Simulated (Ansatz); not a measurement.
# Si (bcc type): how the settings move a single-point run

How sensitive is a single-point run of Si (bcc type) to its settings? A reference run comes first, then one run with altered input.

Program: Ansatz 0.2.0. Level of theory: reference: DFT, PBEsol, PAW with Ansatz's default frozen-core files, scalar-relativistic. These are calculated values, not measurements.

### 1 Starting point

It takes space group Im-3m (No. 229, cubic). Conventional cell: a = 2.951 Å, b = 2.951 Å, c = 2.951 Å, α = 90.00°, β = 90.00°, γ = 90.00°. Si (site symmetry m-3m) is surrounded by 8 Si at 2.56 Å.

Structure file:

```xyz
1
Lattice="-1.4755 1.4755 1.4755 1.4755 -1.4755 1.4755 1.4755 1.4755 -1.4755" Properties=species:S:1:pos:R:3 pbc="T T T"
Si    0.0000    0.0000    0.0000
```

### 2 Baseline

The input, input.yaml:

```yaml
crystal:
  lattice:
    - [-1.4755035985, 1.4755035985, 1.4755035985]
    - [1.4755035985, -1.4755035985, 1.4755035985]
    - [1.4755035985, 1.4755035985, -1.4755035985]
  atoms:
    - { symbol: Si, position: [0.0, 0.0, 0.0] }
kpoints:
  mp_grid: { grid: [19, 19, 19] }
  band_path:
    path:
      - [0.0, 0.0, 0.0]
      - [0.5, -0.5, 0.5]
      - [0.0, 0.0, 0.5]
      - [0.0, 0.0, 0.0]
      - [0.25, 0.25, 0.25]
      - [0.5, -0.5, 0.5]
      - [0.25, 0.25, 0.25]
      - [0.0, 0.0, 0.5]
    npoints: 8
scf:
  occupations: { method: fermi_dirac, width: 0.1 }
hamiltonian:
  xc: pbesol
  pseudopotentials: { kind: paw }
output:
  forces: true
  stress: true
  eigenvalues: true
  populations: true
  dos: { projected: true, de: 0.2, e_range: [-14, 8] }
  write_density: true
  write_potential: true
  elf: true
  volumetric_format: npy
```

Started as:

```
ansatz run input.yaml --threads 1 --pin off --max-ram 2048MiB --backend cpu --events-out ev --progress --plain --runs-dir out
```

### 3 Changing settings: preconditioner kerker_dos, ecutrho_ratio 8

input.yaml: that of step 2 with these lines changed.

```diff
@@ -22,2 +22,3 @@
   occupations: { method: fermi_dirac, width: 0.1 }
+  mixing: { preconditioner: kerker_dos }
 hamiltonian:
@@ -30,6 +31,3 @@
   populations: true
-  dos: { projected: true, de: 0.2, e_range: [-14, 8] }
-  write_density: true
-  write_potential: true
-  elf: true
-  volumetric_format: npy
+basis:
+  ecutrho_ratio: 8
```

What does the calculation give? Wanted: for each run, ending; energy change; pressure; gap; force.

The runs gave:

| run | ending | energy change | pressure (GPa) | gap (eV) | force (eV/Å) | cycles | time |
| --- | --- | --- | --- | --- | --- | --- | --- |
| reference | converged | 0 | 13.3 | 0.00 | 0.00 | 6 | 2.4 s |
| 1: preconditioner kerker_dos, ecutrho_ratio 8 | converged | 0.0 meV/atom | 13.3 | 0.00 | 0.00 | 6 | 2.3 s |

Times don't compare one to one where runs were asked for different outputs or read a saved state (see the inputs); cycles may leave out searches for a lower state.

Residual by cycle in the longest SCF loop of each run; runs are numbered as in the table. The quantity is the density residual dr2, in eV.

| cycle | reference | run 1 |
| --- | --- | --- |
| 1 | 1.4e-4 | 1.4e-4 |
| 2 | 3.1e-5 | 6.7e-5 |
| 3 | 2.6e-7 | 2.9e-7 |
| 4 | 1.2e-8 | 2.0e-8 |
| 5 | 1.5e-9 | 9.2e-10 |
| 6 | 1.0e-11 | 5.7e-12 |

Changing the mixing and numerical grids hardly moves the energy: 0.0 meV/atom. The structure is not at rest: the sound run finds 13 GPa, so these are no properties of the relaxed crystal. 
